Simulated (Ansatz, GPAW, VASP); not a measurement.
# One calculation of GaSb, 4 ways

```
CELL_PARAMETERS angstrom
0.00000 3.05900 3.05900
3.05900 0.00000 3.05900
3.05900 3.05900 0.00000
ATOMIC_POSITIONS crystal
Sb 0.75000 0.75000 0.75000
Ga 0.00000 0.00000 0.00000
```

Alike in all runs: task single point; functional PBE; k mesh 8 × 8 × 8; occupations gaussian, width 0.025 eV; no spin polarisation; no spin-orbit coupling. Pressure is positive in compression and, in plane waves, holds the error of the finite cutoff, which Ansatz's Pulay term estimates and takes out.

```csv
program and potentials,plane-wave cutoff (eV),notes,band gap (eV),pressure (GPa)
"Ansatz, Ansatz PAW",420,14 valence electrons an atom on average; Pulay term of +0.04 GPa included,0.03,2.31
"GPAW, GPAW PAW data sets (gpaw-data 1.2.1)",600,9 valence electrons an atom on average,0.09,2.31
"VASP, PBE PAW files Ga_d, Sb, 520 eV",520,9 valence electrons an atom on average,0.04,2.39
"Ansatz, all-electron LAPW, scalar-relativistic",-,-,0.04,2.31
```

The band gap spans 0.03 (Ansatz, Ansatz PAW) to 0.09 eV (GPAW, GPAW PAW data sets (gpaw-data 1.2.1)), with all-electron results at 0.04. The pressure spans 2.31 (Ansatz, Ansatz PAW) to 2.39 GPa (VASP, PBE PAW files Ga_d, Sb, 520 eV), with all-electron results at 2.31. Spin-orbit coupling, left out here, moves the band edges of heavy atoms.

The functional is the same throughout but for its coding, so the spread measures potentials, basis and numerics; runs on potential files found faulty are left out.
